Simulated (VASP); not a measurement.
# Mg (P6_3/mmc) in VASP: notebook, part 2 of 2

VASP 6.6.1. Earlier steps stand in the parts before.

## Step 4: Relaxation of cell and atoms, vdW-DF

The input, INCAR:

```
SYSTEM = Mg
  AGGAC = 0.0
  ALGO = Normal
  EDIFF = 1E-6
  EDIFFG = -0.01
  ENCUT = 600
  GGA = RE
  IBRION = 2
  ISIF = 3
  ISMEAR = -1
  LASPH = .True.
  LCHARG = .False.
  LREAL = .False.
  LUSE_VDW = .True.
  LWAVE = .False.
  NELM = 100
  NSW = 60
  PREC = Accurate
  SIGMA = 0.05
```

The input, KPOINTS:

```
k-points
0
Gamma
  10 10 5
  0 0 0
```

The input, POSCAR:

```
Mg
1.0
    3.2093000000      0.0000000000      0.0000000000
   -1.6046500000      2.7793353284      0.0000000000
    0.0000000000      0.0000000000      5.2103000000
Mg
2
Direct
    0.6666666667      0.3333333333      0.7500000000
    0.3333333333      0.6666666667      0.2500000000
```

Potentials or basis: VASP PAW PBE potentials, release 64 (Mg).

Run with:

```bash
> cat potpaw_PBE.64/Mg/POTCAR > POTCAR
> mpirun -np 1 vasp_std > vasp.out
```

OUTCAR:

```text
SYSTEM = Mg
   EDIFF = 1E-6
   EDIFFG = -0.01
   ENCUT = 600
   GGA = RE
   IBRION = 2
   ISIF = 3
   ISMEAR = -1
   LASPH = .True.
   LREAL = .False.
   NELM = 100
   NSW = 60
   PREC = Accurate

 ion  position               nearest neighbor table
   1  0.667  0.333  0.750-   2 3.20   2 3.20   2 3.20   2 3.20   2 3.20   2 3.20
   2  0.333  0.667  0.250-   1 3.20   1 3.20   1 3.20   1 3.20   1 3.20   1 3.20

  LATTYP: Found a hexagonal cell.
 ALAT       =     3.2093000000
 C/A-ratio  =     1.6235004518

  Lattice vectors:

 A1 = (   3.2093000000,   0.0000000000,   0.0000000000)
 A2 = (  -1.6046500000,   2.7793353284,   0.0000000000)
 A3 = (   0.0000000000,   0.0000000000,   5.2103000000)

Analysis of symmetry for initial positions (statically):
=====================================================================
[... 334 lines left out ...]
  ext. energy  EPLUGINS =         0.00000000
  ---------------------------------------------------
  free energy    TOTEN  =         0.65168647 eV

  energy without entropy =        0.66041589  energy(sigma->0) =        0.65605118

 E-fermi :   2.6295     XC(G=0):  -8.4034

 val. band max:        2.5698838981   @ k =   0.3000   0.3000   0.4000
 cond. band min:       2.6517984509   @ k =   0.3000   0.0000   0.0000
 fundamental gap:      0.0819145528
 Fermi energy:         2.6295295098

 k-point     1 :       0.0000    0.0000    0.0000
  band No.  band energies     occupation
      1      -4.2713      2.00000
      2       0.7906      2.00000
      3       0.9924      2.00000
      4      13.7983      0.00000
      5      13.7983      0.00000
      6      13.9244      0.00000
[... 199 lines left out ...]
 k-point    24 :       0.4000    0.1000    0.2000
  band No.  band energies     occupation
      1       0.0194      2.00000
      2       1.8365      2.00000
      3       3.1459      0.00007
      4       4.8960      0.00000
      5       6.7775      0.00000
      6       7.8142      0.00000

 [... further k-points ...]
[... 5 lines left out ...]
  --------------------------------------------------------------------------------------
  -------------------------------------------------------------------------------------
  Total        0.0057645      0.0057645     -0.0049627      0.0000000     -0.0000000      0.0000000
  in kB        0.1976925      0.1976925     -0.1701967      0.0000000     -0.0000000      0.0000000
  external PRESSURE =       0.0750627 kB  Pullay stress =       0.0000000 kB
[... 21 lines left out ...]
  energy  without entropy=        0.6604158897  energy(sigma->0) =        0.65605118

Total vdW correction in eV:      1.7853023

 reached required accuracy - stopping structural energy minimisation
```

OSZICAR:

```text
N       E                     dE             d eps       ncg     rms          rms(c)
DAV:   1     0.424980189400E+01    0.42498E+01   -0.14440E+03   504   0.538E+02
DAV:   2     0.718119934276E+00   -0.35317E+01   -0.33190E+01   720   0.314E+01
DAV:   3     0.691417591438E+00   -0.26702E-01   -0.25252E-01   726   0.349E+00
DAV:   4     0.691343127525E+00   -0.74464E-04   -0.74463E-04   708   0.180E-01
[... 26 lines left out ...]
       N       E                     dE             d eps       ncg     rms          rms(c)
DAV:   1     0.651697012141E+00   -0.16572E-03   -0.15364E-03   714   0.240E-01    0.148E-02
DAV:   2     0.651691556396E+00   -0.54557E-05   -0.72739E-06   588   0.207E-02    0.100E-02
DAV:   3     0.651686255944E+00   -0.53005E-05   -0.68338E-06   600   0.234E-02    0.525E-04
DAV:   4     0.651686466491E+00    0.21055E-06   -0.17517E-08   294   0.121E-03
   5 F= 0.65168647E+00 E0= 0.65605118E+00  d E =-.176252E-03
```

CONTCAR:

```text
Mg
   1.00000000000000
     3.1780020987681592    0.0000000000000000   -0.0000000000000000
    -1.5890010493840796    2.7522305508470812    0.0000000000000000
    -0.0000000000000000    0.0000000000000000    5.3412146786782149
  Mg
     2
Direct
     0.6666666667000030    0.3333333332999970    0.7500000000000000
     0.3333333332999970    0.6666666667000030    0.2500000000000000

  0.00000000E+00  0.00000000E+00  0.00000000E+00
  0.00000000E+00  0.00000000E+00  0.00000000E+00
```

Wall time 2 min (1 thread of Intel Xeon 6975P-C (Granite Rapids), shared host); peak memory 0.38 GiB.

What came out:

```yaml
Free_energy: 0.6517 eV
Relaxed_volume: 23.36 Å³/atom
Relaxed_cell: a = 3.178 Å, b = 3.178 Å, c = 5.341 Å, α = 90.00°, β = 90.00°, γ = 120.00°
Space_group_after_relaxing_to_0.05_Å: P6_3/mmc (No. 194)
Energy_gained_by_relaxing: 2.9 meV/atom
Ionic_steps: 5
Pressure_after_relaxing: 0.0 GPa
Band_gap_on_the_k_mesh: none (metal or under the smearing width)
```

The path:
```
step  energy change (eV)  largest force (eV/Å)  pressure (GPa)  volume (Å³)
   1              0.0000                0.0000            0.15        46.47
   2             -0.0024                0.0000            0.06        46.62
   3             -0.0057                0.0000           -0.17        46.95
   4             -0.0057                0.0000           -0.19        46.99
   5             -0.0059                0.0000            0.01        46.72
```

Final structure:
```
Mg
1.0
     3.17800    0.00000    0.00000
    -1.58900    2.75223    0.00000
     0.00000    0.00000    5.34121
Mg
2
Direct
  0.66667 0.33333 0.75000
  0.33333 0.66667 0.25000
```

Levels at points of the mesh, in eV from the Fermi level:
```tsv
k point	band 1	band 2	band 3	band 4	band 5	band 6
(0.00, 0.00, 0.00)	-6.90	-1.84	-1.64	11.17	11.17	11.29
(0.50, 0.00, 0.00)	-2.06	-2.05	2.55	2.94	2.96	3.40
```

Caveat: the PAW data sets were made with another functional, which shifts forces and pressure a little. Zero-point motion and thermal expansion aren't in these numbers.

## Step 5: Relaxation of cell and atoms, optB86b-vdW

The input, INCAR:

```
SYSTEM = Mg
PREC = Accurate
ENCUT = 600
EDIFF = 1E-6
ISMEAR = -1
SIGMA = 0.05
LREAL = .FALSE.
LASPH = .TRUE.
NELM = 100
ALGO = Normal
ISIF = 3
LWAVE = .FALSE.
LCHARG = .FALSE.
GGA = MK
LUSE_VDW = .TRUE.
AGGAC = 0.0
PARAM1 = 0.1234
PARAM2 = 1.0
IBRION = 2
NSW = 40
EDIFFG = -0.005
```

The input, KPOINTS:

```
regular mesh
0
G
  10 10 5
  0 0 0
```

POSCAR is that of step 4.

Run with:

```bash
> cat potpaw_PBE.64/Mg/POTCAR > POTCAR
> mpirun -np 1 vasp_std > vasp.out
```

Wall time 2.1 min (1 thread of Intel Xeon 6975P-C (Granite Rapids), shared host); peak memory 0.39 GiB.

Results (log left out):

```yaml
Free_energy: -0.1783 eV
Relaxed_volume: 22.68 Å³/atom
Relaxed_cell: a = 3.152 Å, b = 3.152 Å, c = 5.271 Å, α = 90.00°, β = 90.00°, γ = 120.00°
Space_group_after_relaxing_to_0.05_Å: P6_3/mmc (No. 194)
Energy_gained_by_relaxing: 4.2 meV/atom
Ionic_steps: 7
Pressure_after_relaxing: 0.0 GPa
Band_gap_on_the_k_mesh: none (metal or under the smearing width)
```

The path:
```csv
step,energy change (eV),largest force (eV/Å),pressure (GPa),volume (Å³)
1,0.0000,0.0000,-0.88,46.47
2,-0.0050,0.0000,-0.23,45.62
3,-0.0063,0.0000,0.31,44.96
4,-0.0079,0.0000,0.29,45.00
5,-0.0080,0.0000,0.29,45.01
6,-0.0083,0.0000,0.02,45.34
7,-0.0083,0.0000,0.00,45.36
```

Final structure:
```
CELL_PARAMETERS angstrom
3.15249 0.00000 0.00000
-1.57625 2.73014 0.00000
0.00000 0.00000 5.27072
ATOMIC_POSITIONS crystal
Mg 0.66667 0.33333 0.75000
Mg 0.33333 0.66667 0.25000
```

Levels at points of the mesh, in eV from the Fermi level:
```csv
k point,band 1,band 2,band 3,band 4,band 5,band 6
"(0.00, 0.00, 0.00)",-7.03,-1.89,-1.56,11.27,11.27,11.47
"(0.50, 0.00, 0.00)",-2.13,-2.09,2.59,2.94,3.06,3.54
```

Caveat: the PAW data sets were made with another functional, which shifts forces and pressure a little.

## Step 6: Summary

```csv
level,gap on the mesh (eV),pressure (GPa),relaxed volume (Å³/atom)
optPBE-vdW,none,0.0,22.93
optB88-vdW,none,0.0,22.69
vdW-DF,none,0.0,23.36
optB86b-vdW,none,0.0,22.68
```

Alike in all rows: task relaxation of cell and atoms; potentials or basis VASP PAW PBE potentials, release 64 (Mg); no spin polarisation; cell relaxed; k mesh 10 × 10 × 5; cutoff (eV) 600; smearing fermi-dirac 0.05 eV.

Caveats: the PAW data sets were made with another functional, which shifts forces and pressure a little.

Total energies depend on the potentials used, so only differences within one code and one set of settings carry meaning.
